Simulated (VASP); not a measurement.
# ZnS (Wurtzite-2H) (P6_3mc) in VASP: further runs

The runs below take ZnS (Wurtzite-2H) through single point, with PBE.

Everything below comes from runs of VASP 6.6.1. Logs are shortened: lines on timing, memory, paths and dates and some standing lists are left out, and cuts for length are marked.

### 1 The crystal as given

The structure is hexagonal, space group P6_3mc (No. 186). The conventional cell has a = 3.811 Å, b = 3.811 Å, c = 6.234 Å, α = 90.00°, β = 90.00°, γ = 120.00°. Zn (site symmetry 3m) has 4 S at 2.31 to 2.40 Å as nearest neighbours. S (site symmetry 3m) is surrounded by 4 Zn at 2.31 to 2.40 Å.

### 2 Single point, PBE, spin-orbit coupling, no magnetisation

Input file INCAR:

```
ALGO     = Normal         # electronic algorithm
EDIFF    = 1E-7           # SCF threshold, eV
ENCUT    = 300            # plane-wave cutoff, eV
GGA      = PE             # functional
GGA_COMPAT= F            
ISIF     = 2              # what is computed and relaxed
ISMEAR   = 0              # smearing method
LASPH    = T              # aspherical terms in the spheres
LCHARG   = F              # write CHGCAR
LORBIT   = 11             # projections on sites
LREAL    = F              # projectors in reciprocal space
LSORBIT  = T              # spin-orbit coupling
LWAVE    = F              # write WAVECAR
MAGMOM   = 0 0 0 0 0 0 0 0 0 0 0 0 # initial moments
NBANDS   = 52             # bands
NELM     = 100            # most SCF steps
PREC     = Accurate       # precision mode
SIGMA    = 0.02           # smearing width, eV
```

Input file KPOINTS:

```
k-points
0
Gamma
  7 7 4
```

Input file POSCAR:

```
ZnS
1.0
    3.8110000000      0.0000000000      0.0000000000
   -1.9055000000      3.3004228138      0.0000000000
    0.0000000000      0.0000000000      6.2340000000
Zn S
2 2
Direct
    0.6666666667      0.3333333333      0.5000000000
    0.3333333333      0.6666666667      0.0000000000
    0.6666666667      0.3333333333      0.8850000000
    0.3333333333      0.6666666667      0.3850000000
```

Potentials or basis: VASP PAW PBE potentials, release 64 (Zn, S).

Command:

```bash
cat potpaw_PBE.64/Zn/POTCAR potpaw_PBE.64/S/POTCAR > POTCAR
mpirun -np 1 vasp_ncl > vasp.out
```

OUTCAR:

```text
EDIFF = 1E-7
   ENCUT = 300
   GGA = PE
   ISIF = 2
   ISMEAR = 0
   LASPH = T
   LORBIT = 11
   LREAL = F
   LSORBIT = T
   NELM = 100
   PREC = Accurate

 Found     32 irreducible k-points:

 Following reciprocal coordinates:
            Coordinates               Weight
  0.000000  0.000000  0.000000      1.000000
  0.142857  0.000000  0.000000      6.000000
  0.285714  0.000000  0.000000      6.000000
  0.428571  0.000000  0.000000      6.000000
  0.142857  0.142857  0.000000      6.000000
  0.285714  0.142857  0.000000     12.000000
   k-points           NKPTS =     32   k-points in BZ     NKDIM =     32   number of bands    NBANDS=     52
   number of dos      NEDOS =    301   number of ions     NIONS =      4
   total plane-waves  NPLWV =  20736
   dimension x,y,z NGX =    24 NGY =   24 NGZ =   36
   dimension x,y,z NGXF=    48 NGYF=   48 NGZF=   72
   ions per type =               2   2
   NGX,Y,Z   is equivalent  to a cutoff of  10.47, 10.47,  9.60 a.u.
   NGXF,Y,Z  is equivalent  to a cutoff of  20.94, 20.94, 19.20 a.u.
 SYSTEM =  unknown system
   PREC   = accura    normal or accurate (medium, high low for compatibility)
   ISTART =      0    job   : 0-new  1-cont  2-samecut
   ICHARG =      2    charge: 1-file 2-atom 10-const
   ISPIN  =      1    spin polarized calculation?
   LNONCOLLINEAR =      T non collinear calculations
   LSORBIT =      T    spin-orbit coupling
   LASPH  =      T    aspherical Exc in radial PAW
   ENCUT  =  300.0 eV  22.05 Ry    4.70 a.u.   5.38  5.38  8.80*2*pi/ulx,y,z
   NELM   =    100;   NELMIN=  2; NELMDL= -5     # of ELM steps
   EDIFF  = 0.1E-06   stopping-criterion for ELM
   LREAL  =      F    real-space projection
   EDIFFG = 0.1E-05   stopping-criterion for IOM
   NSW    =      0    number of steps for IOM
   IBRION =     -1    ionic relax: 0-MD 1-quasi-New 2-CG
   NFREE  =      0    steps in history (QN), initial steepest desc. (CG)
   ISIF   =      2    stress and relaxation
   ISYM   =      2    0-nonsym 1-usesym 2-fastsym
   POTIM  = 0.5000    time-step for ionic-motion
   TEBEG  =    0.0;   TEEND  =   0.0 temperature during run
   PSTRESS=    0.0 pullay stress
   NELECT =      36.0000    total number of electrons
   NUPDOWN=      -1.0000    fix difference up-down
   EMIN   =  10.00;   EMAX   =-10.00  energy-range for DOS
   EFERMI =   0.00;   METHOD = LEGACY
   ISMEAR =     0;   SIGMA  =   0.02  broadening in eV -4-tet -1-fermi 0-gaus
   EFERMI_NEDOS =   21; number of points for ismear=-14 and -15
   IALGO  =     38    algorithm
   IMIX   =      4    mixing-type and parameters
     AMIX     =   0.40;   BMIX     =  1.00
     AMIX_MAG =   1.60;   BMIX_MAG =  1.00
  volume/ion in A,a.u.               =      19.60       132.29
  Fermi-wavevector in a.u.,A,eV,Ry     =   1.262943  2.386617 21.701647  1.595026
  Thomas-Fermi vector in A             =   2.396326
   LORBIT       =     11    0 simple, 1 ext, 2 COOP (PROOUT), +10 PAW based schemes
[... 357 lines left out ...]
  energy-cutoff  :      300.00
  volume of cell :       78.41
      direct lattice vectors                 reciprocal lattice vectors
     3.811000000  0.000000000  0.000000000     0.262398321  0.151495741  0.000000000
    -1.905500000  3.300422814  0.000000000     0.000000000  0.302991482  0.000000000
     0.000000000  0.000000000  6.234000000     0.000000000  0.000000000  0.160410651

 POSITION                                       TOTAL-FORCE (eV/Angst)
 -----------------------------------------------------------------------------------
      1.90550      1.10014      3.11700        -0.000000      0.000000      0.320413
     -0.00000      2.20028      0.00000         0.000000      0.000000      0.320413
      1.90550      1.10014      5.51709        -0.000000      0.000000     -0.320413
     -0.00000      2.20028      2.40009         0.000000     -0.000000     -0.320413
 -----------------------------------------------------------------------------------
    total drift:                                0.000000      0.000001     -0.003837

  FREE ENERGIE OF THE ION-ELECTRON SYSTEM (eV)
  ---------------------------------------------------
  free  energy   TOTEN  =       -13.6560564640 eV

  energy  without entropy=      -13.6560564640  energy(sigma->0) =      -13.65605646

 Spin-Orbit-Coupling matrix elements

 Ion:    1  E_soc:     -0.0082559
 l=   1
     0.0000000    -0.0004030    -0.0004287
    -0.0004030     0.0000000    -0.0004030
    -0.0004287    -0.0004030     0.0000000
 l=   2
     0.0000000    -0.0001925     0.0000000    -0.0001925    -0.0007824
    -0.0001925     0.0000000    -0.0005757    -0.0001893    -0.0001925
     0.0000000    -0.0005757     0.0000000    -0.0005757     0.0000000
    -0.0001925    -0.0001893    -0.0005757     0.0000000    -0.0001925
    -0.0007824    -0.0001925     0.0000000    -0.0001925     0.0000000
 l=   3
     0.0000000     0.0000000     0.0000000     0.0000000     0.0000000     0.0000000     0.0000000
     0.0000000     0.0000000     0.0000000     0.0000000     0.0000000     0.0000000     0.0000000
     0.0000000     0.0000000     0.0000000     0.0000000     0.0000000     0.0000000     0.0000000
     0.0000000     0.0000000     0.0000000     0.0000000     0.0000000     0.0000000     0.0000000
[... 49 lines left out ...]
 l=   2
     0.0000000     0.0000000     0.0000000     0.0000000     0.0000000
     0.0000000     0.0000000     0.0000000     0.0000000     0.0000000
     0.0000000     0.0000000     0.0000000     0.0000000     0.0000000
     0.0000000     0.0000000     0.0000000     0.0000000     0.0000000
     0.0000000     0.0000000     0.0000000     0.0000000     0.0000000
 l=   3
     0.0000000     0.0000000     0.0000000     0.0000000     0.0000000     0.0000000     0.0000000
     0.0000000     0.0000000     0.0000000     0.0000000     0.0000000     0.0000000     0.0000000
     0.0000000     0.0000000     0.0000000     0.0000000     0.0000000     0.0000000     0.0000000
     0.0000000     0.0000000     0.0000000     0.0000000     0.0000000     0.0000000     0.0000000
     0.0000000     0.0000000     0.0000000     0.0000000     0.0000000     0.0000000     0.0000000
     0.0000000     0.0000000     0.0000000     0.0000000     0.0000000     0.0000000     0.0000000
     0.0000000     0.0000000     0.0000000     0.0000000     0.0000000     0.0000000     0.0000000

 total charge

# of ion       s       p       d       tot
------------------------------------------
    1        0.521   0.482   9.794  10.797
    2        0.521   0.482   9.794  10.797
    3        1.315   2.447   0.000   3.762
    4        1.315   2.447   0.000   3.762
--------------------------------------------------
tot          3.672   5.859  19.587  29.118

 magnetization (x)

# of ion       s       p       d       tot
------------------------------------------
    1        0.000   0.000   0.000   0.000
    2       -0.000   0.000   0.000  -0.000
    3       -0.000   0.000   0.000   0.000
    4       -0.000   0.000   0.000  -0.000
--------------------------------------------------
tot         -0.000   0.000   0.000   0.000

 magnetization (y)

# of ion       s       p       d       tot
------------------------------------------
    1        0.000   0.000   0.000   0.000
    2        0.000   0.000   0.000   0.000
    3        0.000  -0.000   0.000  -0.000
    4        0.000   0.000   0.000   0.000
--------------------------------------------------
tot          0.000   0.000   0.000   0.000

 magnetization (z)

# of ion       s       p       d       tot
------------------------------------------
    1        0.000  -0.000   0.000  -0.000
    2        0.000  -0.000  -0.000  -0.000
    3        0.000   0.000   0.000   0.000
    4        0.000   0.000   0.000   0.000
--------------------------------------------------
tot          0.000  -0.000  -0.000  -0.000
```

stdout:

```text
POSCAR found type information on POSCAR ZnS
 POSCAR found :  2 types and       4 ions
 scaLAPACK will be used
 LDA part: xc-table for (Slater+PW92), standard interpolation
 POSCAR, INCAR and KPOINTS ok, starting setup
 FFT: planning ... GRIDC
 FFT: planning ... GRID_SOFT
 FFT: planning ... GRID
 WAVECAR not read
 entering main loop
```

Wall time 2.1 min (1 thread of Intel Xeon Platinum 8259CL at 2.50GHz (Skylake/Cascade Lake), shared host); peak memory 0.27 GiB.

These settings aren't checked as converged: the numbers below hold their error.

What came out:

```yaml
Free_energy: -13.6561 eV
Largest_force: 0.320 eV/Å
Valence_electrons_inside_the_program's_atomic_spheres: Zn 10.80; S 3.76
```

Caveat: the cutoff is under 1.25 times the usual one of these potentials, so pressure, stress and relaxed cells hold a basis-set (Pulay) error.

### 3 Single point, PBE, spin-orbit coupling, no magnetisation

Changes to INCAR since step 2:

```diff
@@ -2,3 +2,3 @@
 EDIFF    = 1E-7           # SCF threshold, eV
-ENCUT    = 300            # plane-wave cutoff, eV
+ENCUT    = 500            # plane-wave cutoff, eV
 GGA      = PE             # functional
```

Input file KPOINTS:

```
k-points
0
Gamma
  6 6 3
```

POSCAR is that of step 2.

Potentials or basis: VASP PAW PBE potentials, release 64 (Zn, S).

Command:

```bash
cat potpaw_PBE.64/Zn/POTCAR potpaw_PBE.64/S/POTCAR > POTCAR
mpirun -np 1 vasp_ncl > vasp.out
```

OUTCAR:

```text
EDIFF = 1E-7
   ENCUT = 500
   GGA = PE
   ISIF = 2
   ISMEAR = 0
   LASPH = T
   LORBIT = 11
   LREAL = F
   LSORBIT = T
   NELM = 100
   PREC = Accurate

 Found     21 irreducible k-points:

 Following reciprocal coordinates:
            Coordinates               Weight
  0.000000  0.000000  0.000000      1.000000
  0.166667 -0.000000  0.000000      6.000000
  0.333333  0.000000  0.000000      6.000000
  0.500000  0.000000  0.000000      3.000000
  0.166667  0.166667  0.000000      6.000000
  0.333333  0.166667  0.000000     12.000000
   k-points           NKPTS =     21   k-points in BZ     NKDIM =     21   number of bands    NBANDS=     52
   number of dos      NEDOS =    301   number of ions     NIONS =      4
   total plane-waves  NPLWV =  37632
   dimension x,y,z NGX =    28 NGY =   28 NGZ =   48
   dimension x,y,z NGXF=    56 NGYF=   56 NGZF=   96
   ions per type =               2   2
   NGX,Y,Z   is equivalent  to a cutoff of  12.21, 12.21, 12.80 a.u.
   NGXF,Y,Z  is equivalent  to a cutoff of  24.43, 24.43, 25.60 a.u.
 SYSTEM =  unknown system
   PREC   = accura    normal or accurate (medium, high low for compatibility)
   ISTART =      0    job   : 0-new  1-cont  2-samecut
   ICHARG =      2    charge: 1-file 2-atom 10-const
   ISPIN  =      1    spin polarized calculation?
   LNONCOLLINEAR =      T non collinear calculations
   LSORBIT =      T    spin-orbit coupling
   LASPH  =      T    aspherical Exc in radial PAW
   ENCUT  =  500.0 eV  36.75 Ry    6.06 a.u.   6.95  6.95 11.37*2*pi/ulx,y,z
   NELM   =    100;   NELMIN=  2; NELMDL= -5     # of ELM steps
   EDIFF  = 0.1E-06   stopping-criterion for ELM
   LREAL  =      F    real-space projection
   EDIFFG = 0.1E-05   stopping-criterion for IOM
   NSW    =      0    number of steps for IOM
   IBRION =     -1    ionic relax: 0-MD 1-quasi-New 2-CG
   NFREE  =      0    steps in history (QN), initial steepest desc. (CG)
   ISIF   =      2    stress and relaxation
   ISYM   =      2    0-nonsym 1-usesym 2-fastsym
   POTIM  = 0.5000    time-step for ionic-motion
   TEBEG  =    0.0;   TEEND  =   0.0 temperature during run
   PSTRESS=    0.0 pullay stress
   NELECT =      36.0000    total number of electrons
   NUPDOWN=      -1.0000    fix difference up-down
   EMIN   =  10.00;   EMAX   =-10.00  energy-range for DOS
   EFERMI =   0.00;   METHOD = LEGACY
[... 379 lines left out ...]
 -----------------------------------------------------------------------------------
    total drift:                               -0.000000      0.000000      0.000297

  FREE ENERGIE OF THE ION-ELECTRON SYSTEM (eV)
  ---------------------------------------------------
  free  energy   TOTEN  =       -13.6586897136 eV

  energy  without entropy=      -13.6586897136  energy(sigma->0) =      -13.65868971

 Spin-Orbit-Coupling matrix elements

 Ion:    1  E_soc:     -0.0083713
 l=   1
     0.0000000    -0.0004028    -0.0004288
    -0.0004028     0.0000000    -0.0004028
    -0.0004288    -0.0004028     0.0000000
 l=   2
     0.0000000    -0.0001964     0.0000000    -0.0001964    -0.0007978
    -0.0001964     0.0000000    -0.0005873    -0.0001932    -0.0001964
     0.0000000    -0.0005873     0.0000000    -0.0005873     0.0000000
    -0.0001964    -0.0001932    -0.0005873     0.0000000    -0.0001964
    -0.0007978    -0.0001964     0.0000000    -0.0001964     0.0000000
 l=   3
     0.0000000     0.0000000     0.0000000     0.0000000     0.0000000     0.0000000     0.0000000
     0.0000000     0.0000000     0.0000000     0.0000000     0.0000000     0.0000000     0.0000000
     0.0000000     0.0000000     0.0000000     0.0000000     0.0000000     0.0000000     0.0000000
     0.0000000     0.0000000     0.0000000     0.0000000     0.0000000     0.0000000     0.0000000
[... 49 lines left out ...]
 l=   2
     0.0000000     0.0000000     0.0000000     0.0000000     0.0000000
     0.0000000     0.0000000     0.0000000     0.0000000     0.0000000
     0.0000000     0.0000000     0.0000000     0.0000000     0.0000000
     0.0000000     0.0000000     0.0000000     0.0000000     0.0000000
     0.0000000     0.0000000     0.0000000     0.0000000     0.0000000
 l=   3
     0.0000000     0.0000000     0.0000000     0.0000000     0.0000000     0.0000000     0.0000000
     0.0000000     0.0000000     0.0000000     0.0000000     0.0000000     0.0000000     0.0000000
     0.0000000     0.0000000     0.0000000     0.0000000     0.0000000     0.0000000     0.0000000
     0.0000000     0.0000000     0.0000000     0.0000000     0.0000000     0.0000000     0.0000000
     0.0000000     0.0000000     0.0000000     0.0000000     0.0000000     0.0000000     0.0000000
     0.0000000     0.0000000     0.0000000     0.0000000     0.0000000     0.0000000     0.0000000
     0.0000000     0.0000000     0.0000000     0.0000000     0.0000000     0.0000000     0.0000000

 total charge

# of ion       s       p       d       tot
------------------------------------------
    1        0.521   0.481   9.802  10.803
    2        0.521   0.481   9.802  10.803
    3        1.314   2.444   0.000   3.758
    4        1.314   2.444   0.000   3.758
--------------------------------------------------
tot          3.669   5.851  19.603  29.123

 magnetization (x)

# of ion       s       p       d       tot
------------------------------------------
    1        0.000  -0.000   0.000   0.000
    2        0.000   0.000  -0.000  -0.000
    3        0.000  -0.000   0.000  -0.000
    4       -0.000   0.000   0.000  -0.000
--------------------------------------------------
tot          0.000  -0.000   0.000  -0.000

 magnetization (y)

# of ion       s       p       d       tot
------------------------------------------
    1        0.000   0.000   0.000   0.000
    2        0.000   0.000   0.000   0.000
    3        0.000  -0.000   0.000  -0.000
    4        0.000  -0.000   0.000   0.000
--------------------------------------------------
tot          0.000  -0.000   0.000   0.000

 magnetization (z)

# of ion       s       p       d       tot
------------------------------------------
    1        0.000   0.000  -0.000   0.000
    2        0.000   0.000   0.000   0.000
    3       -0.000   0.000   0.000  -0.000
    4        0.000  -0.000   0.000  -0.000
--------------------------------------------------
tot          0.000   0.000   0.000   0.000
```

OSZICAR:

```text
N       E                     dE             d eps       ncg     rms          rms(c)
DAV:   1     0.295070342103E+03    0.29507E+03   -0.15653E+04  2184   0.163E+03
DAV:   2     0.279318497111E+02   -0.26714E+03   -0.25120E+03  2184   0.394E+02
DAV:   3    -0.125122023678E+02   -0.40444E+02   -0.39498E+02  2468   0.143E+02
DAV:   4    -0.144875073933E+02   -0.19753E+01   -0.19641E+01  2600   0.321E+01
DAV:   5    -0.145195321694E+02   -0.32025E-01   -0.31999E-01  2476   0.399E+00    0.996E+00
DAV:   6    -0.136597043378E+02    0.85983E+00   -0.14858E+00  3128   0.373E+01    0.759E+00
DAV:   7    -0.136673346160E+02   -0.76303E-02   -0.14317E+00  2388   0.675E+00    0.344E+00
DAV:   8    -0.136576077610E+02    0.97269E-02   -0.51740E-02  2668   0.277E+00    0.109E+00
DAV:   9    -0.136582375823E+02   -0.62982E-03   -0.13747E-02  2792   0.177E+00    0.352E-01
DAV:  10    -0.136584100435E+02   -0.17246E-03   -0.10046E-03  2544   0.314E-01    0.168E-01
DAV:  11    -0.136585925519E+02   -0.18251E-03   -0.12500E-04  2340   0.169E-01    0.708E-02
DAV:  12    -0.136586854284E+02   -0.92877E-04   -0.17318E-04  2328   0.164E-01    0.178E-02
DAV:  13    -0.136586867065E+02   -0.12781E-05   -0.16578E-05  2504   0.430E-02    0.909E-03
DAV:  14    -0.136586897284E+02   -0.30219E-05   -0.58315E-06  2264   0.139E-02    0.797E-03
DAV:  15    -0.136586897136E+02    0.14791E-07   -0.32764E-07  2752   0.933E-03
   1 F= -.13658690E+02 E0= -.13658690E+02  d E =-.482227E-31  mag=     0.0000     0.0000     0.0000
```

It took 2.9 min on 1 thread of Intel Xeon Platinum 8259CL at 2.50GHz (Skylake/Cascade Lake), shared host; peak memory 0.39 GiB.

The run converged, but some of its settings lie outside the range that counts as converged, so its numbers aren't taken as properties of the crystal.

Results:

```yaml
Free_energy: -13.6587 eV
Pressure: 2.5 GPa
Largest_force: 0.324 eV/Å
Valence_electrons_inside_the_program's_atomic_spheres: Zn 10.80; S 3.76
```

### 4 Single point, PBE, spin-orbit coupling, no magnetisation

Changes to INCAR since step 3:

```diff
@@ -2,3 +2,3 @@
 EDIFF    = 1E-7           # SCF threshold, eV
-ENCUT    = 500            # plane-wave cutoff, eV
+ENCUT    = 400            # plane-wave cutoff, eV
 GGA      = PE             # functional
```

Input file KPOINTS:

```
k-points
0
Gamma
  7 7 4
```

POSCAR is that of step 3.

Command:

```bash
cat potpaw_PBE.64/Zn/POTCAR potpaw_PBE.64/S/POTCAR > POTCAR
mpirun -np 1 vasp_ncl > vasp.out
```

Wall time 3.4 min (1 thread of Intel Xeon Platinum 8259CL at 2.50GHz (Skylake/Cascade Lake), shared host); peak memory 0.37 GiB.

The run converged, but some of its settings lie outside the range that counts as converged, so its numbers aren't taken as properties of the crystal.

Results:

| Quantity | Value |
| --- | --- |
| Free energy | -13.6602 eV |
| Pressure | 2.3 GPa |
| Largest force | 0.323 eV/Å |
| Valence electrons inside the program's atomic spheres | Zn 10.80; S 3.76 |

### 5 Single point, PBE, spin-orbit coupling, no magnetisation

Changes to INCAR since step 4:

```diff
@@ -2,3 +2,3 @@
 EDIFF    = 1E-7           # SCF threshold, eV
-ENCUT    = 400            # plane-wave cutoff, eV
+ENCUT    = 500            # plane-wave cutoff, eV
 GGA      = PE             # functional
```

KPOINTS is that of step 4.

POSCAR is that of step 4.

Command:

```bash
cat potpaw_PBE.64/Zn/POTCAR potpaw_PBE.64/S/POTCAR > POTCAR
mpirun -np 1 vasp_ncl > vasp.out
```

It took 4.3 min on 1 thread of Intel Xeon Platinum 8259CL at 2.50GHz (Skylake/Cascade Lake), shared host; peak memory 0.43 GiB.

The run converged, but some of its settings lie outside the range that counts as converged, so its numbers aren't taken as properties of the crystal.

Results:

| Item | Value |
| --- | --- |
| Free energy | -13.6628 eV |
| Pressure | 2.5 GPa |
| Largest force | 0.323 eV/Å |
| Valence electrons inside the program's atomic spheres | Zn 10.80; S 3.76 |
